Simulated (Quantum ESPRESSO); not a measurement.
Crystal: KBr.

```
Br K
1.0
     0.00000    3.30000    3.30000
     3.30000    0.00000    3.30000
     3.30000    3.30000    0.00000
Br K
1 1
Direct
  0.50000 0.50000 0.50000
  0.00000 0.00000 0.00000
```

Base run:

```yaml
Program: Quantum ESPRESSO 7.5
Functional: PBE
Potentials_or_basis: SG15 PBE 1.2
Cutoff: 952 eV
Density_cutoff: 3810 eV
k_mesh: 4 × 4 × 4
Occupations: fermi-dirac, width 0.05 eV
Spin: no spin polarisation
```

Its results: band gap on the k mesh 4.42 eV, direct; pressure 0.7 GPa.

Problem. The run is repeated on the same cell with these changes: k mesh from 4 × 4 × 4 to 2 × 2 × 2. What comes out?

Solution. Band gap on the k mesh 4.38 eV, direct; pressure 1.2 GPa.

Caveats: some runs use coarse meshes.

A k mesh can miss the band edges.

Not every run made on this cell is shown here.
